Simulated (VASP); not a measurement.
The system is InSb.

```xyz
2
Lattice="-2.9447 2.9447 1.6364 2.9447 -2.9447 1.6364 2.9447 2.9447 -1.6364" Properties=species:S:1:pos:R:3 pbc="T T T"
In    0.0000    2.9447    0.8182
Sb    0.0000    0.0000    0.0000
```

Measurements of this composition are mostly on another form, of space group No. 216.

- Program: VASP 6.6.1
- Task: relaxation of cell and atoms
- Functional: PBEsol
- Potentials or basis: VASP PAW PBE potentials, release 64 (In_d, Sb)
- Cutoff: 600 eV
- k mesh: 6 × 6 × 6
- Occupations: gaussian, width 0.1 eV
- Spin: no spin polarisation

At the start: pressure -2.7 GPa; volume 28.38 Å³/atom.

Q: How do energy, volume and symmetry change on relaxing?

A: Over 11 steps the energy falls by 47.0 meV/atom and the volume is 26.76 Å³/atom (-5.7 %); space group I-4m2 (No. 119, to 0.05 Å).

Step by step:
```tsv
step	energy change (eV)	largest force (eV/Å)	pressure (GPa)	volume (Å³)
1	0.0000	0.0000	-2.74	56.76
2	-0.0569	0.0000	0.67	52.85
3	-0.0585	0.0000	1.40	52.19
4	-0.0778	0.0000	2.51	51.42
5	-0.0812	0.0000	2.12	51.62
6	-0.0938	0.0000	-0.32	53.83
7	-0.0941	0.0000	-0.02	53.52
8	-0.0941	0.0000	0.02	53.48
9	-0.0941	0.0000	0.04	53.47
10	-0.0941	0.0000	0.04	53.47
11	-0.0941	0.0000	0.00	53.52
```

Final structure:
```xyz
2
Lattice="-2.9702 2.9702 1.5165 2.9702 -2.9702 1.5165 2.9702 2.9702 -1.5165" Properties=species:S:1:pos:R:3 pbc="T T T"
In    0.0000    2.9702    0.7582
Sb    0.0000    0.0000    0.0000
```

Caveat: the k mesh is coarse (spacing up to 0.37 Å⁻¹), so the values aren't converged; the PAW data sets were made with another functional, which shifts forces and pressure a little.
